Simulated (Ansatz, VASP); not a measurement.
AlN in VASP and in Ansatz

```
CELL_PARAMETERS angstrom
3.43770 0.00000 0.00000
-1.71885 2.97714 0.00000
0.00000 0.00000 3.68510
ATOMIC_POSITIONS crystal
Al 0.33333 0.66667 0.75000
Al 0.66667 0.33333 0.25000
N 0.33333 0.66667 0.25000
N 0.66667 0.33333 0.75000
```

Alike in both runs: task single point; functional PBE; k mesh 9 × 9 × 6; occupations gaussian, width 0.05 eV; no spin polarisation.

|  | VASP | Ansatz |
| --- | --- | --- |
| version | VASP 6.6.1 | Ansatz 0.2.0 |
| potentials or method | VASP PAW PBE potentials, release 64 (Al, N) | scalar-relativistic, plane waves, PAW |
| plane-wave cutoff (eV) | 520 | 520 |
| valence electrons in the cell | 16 | 16 |

```tsv
	VASP	Ansatz	Ansatz less VASP
gap on the k mesh at the Fermi level (eV)	3.92	3.92	-0.005
least direct gap on the mesh (eV)	4.05	4.04	-0.011
pressure (GPa)	19.4	19.4	+0.02
largest component of the traceless stress (GPa)	34.48	34.16	-0.311
```

The functional is the same, so the differences come from potentials, cutoffs and numerics.

Caveats: so large a pressure means that the cell lies far from this level's equilibrium, or that cutoff or potentials fall short (VASP); an odd mesh through Γ misses points on the zone boundary, where band edges often lie. As with any semilocal functional, this PBE gap is likely too small.
